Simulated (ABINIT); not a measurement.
# NaI in ABINIT: the effect of functional

Crystal: NaI.

```
CELL_PARAMETERS angstrom
0.00000 3.23640 3.23640
3.23640 0.00000 3.23640
3.23640 3.23640 0.00000
ATOMIC_POSITIONS crystal
I 0.50000 0.50000 0.50000
Na 0.00000 0.00000 0.00000
```

Alike in all runs:

```yaml
Program: ABINIT 10.8.3 (patched build)
Task: band structure
k_mesh: 7 × 7 × 7
Occupations: fermi-dirac, width 0.05 eV
Spin: no spin polarisation
```

| functional | potentials or basis | cutoff | gap on the mesh (eV) | pressure (GPa) |
| --- | --- | --- | --- | --- |
| PBEsol | PseudoDojo NC SR PBEsol v0.4.1 standard | 1197 eV | 3.51 | -0.5 |
| LDA | JTH PAW LDA v2.0 | 1088 eV | 3.33 | -1.6 |
| r2SCAN | JTH PAW PBE v2.0 | 1306 eV | 4.42 | 0.0 |
| PBE | JTH PAW PBE v2.0 | 1088 eV | ? | ? |

Task: What does the run with functional PBE give?

Result: gap on the mesh 3.64 eV; pressure 0.5 GPa.

Caveats: spin-orbit coupling is left out, which moves the levels of the heavy elements; the PAW data sets were made with another functional, which shifts forces and pressure a little (some runs).

